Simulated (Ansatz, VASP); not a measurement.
# Two plane-wave programs on SnTe

File INCAR:

```
  ALGO = Normal
  EDIFF = 1E-7
  ENCUT = 520
  GGA = PS
  ISIF = 2
  ISMEAR = -1
  LASPH = T
  LCHARG = F
  LREAL = F
  LWAVE = F
  NBANDS = 17
  NELM = 100
  PREC = Accurate
  SIGMA = 0.05
```

The input KPOINTS:

```
k-points
0
Gamma
  7 7 7
```

Contents of POSCAR:

```
SnTe
1.0
    0.0000000000      3.6111460000      3.6111460000
    3.6111460000      0.0000000000      3.6111460000
    3.6111460000      3.6111460000      0.0000000000
Te Sn
1 1
Direct
    0.2500000000      0.2500000000      0.2500000000
    0.0000000000      0.0000000000      0.0000000000
```

Contents of input.yaml:

```yaml
crystal:
  lattice:
    - [0.0, 3.611146, 3.611146]
    - [3.611146, 0.0, 3.611146]
    - [3.611146, 3.611146, 0.0]
  atoms:
    - { symbol: Te, position: [0.25, 0.25, 0.25] }
    - { symbol: Sn, position: [0.0, 0.0, 0.0] }
hamiltonian:
  xc: pbesol
  pseudopotentials: { kind: paw }
kpoints:
  mp_grid: { grid: [7, 7, 7] }
scf:
  occupations: { method: fermi_dirac, width: 0.05 }
output:
  forces: true
  stress: true
  eigenvalues: true
```

Measurements of this composition are mostly on another form, of space group No. 225.

Alike in both runs: task single point; functional PBEsol; k mesh 7 × 7 × 7; occupations fermi-dirac, width 0.05 eV; no spin polarisation.

```csv
,VASP,Ansatz
version,VASP 6.6.1,Ansatz 0.2.0
potentials or method,"VASP PAW PBE potentials, release 64 (Te, Sn_d)",Ansatz PAW
plane-wave cutoff (eV),520,420
valence electrons in the cell,20,30
```

Ansatz gave:

```
gap on the k mesh at the Fermi level (eV) : 0.29
least direct gap on the mesh (eV)         : 0.79
pressure (GPa)                            : -1.4
```

Task: Which values does VASP return?

Result: gap on the k mesh at the Fermi level (eV): 0.28; least direct gap on the mesh (eV): 0.79; pressure (GPa): -1.4.

With one functional, cell and mesh, what is left measures potentials, basis and numerics. The two sets of potentials don't hold the same shells in valence.

Caveats: spin-orbit coupling is left out, which moves the levels of the heavy elements; the PAW data sets were made with another functional, which shifts forces and pressure a little (VASP); an odd mesh through Γ misses points on the zone boundary, where band edges often lie (VASP); odd divisions of the mesh miss points on the zone boundary, where band edges often lie, so the gap on the mesh can be too wide (Ansatz); the PAW data sets come from PBE, with cores solved anew for the run's functional, which leaves a small shift of forces and pressure (Ansatz).
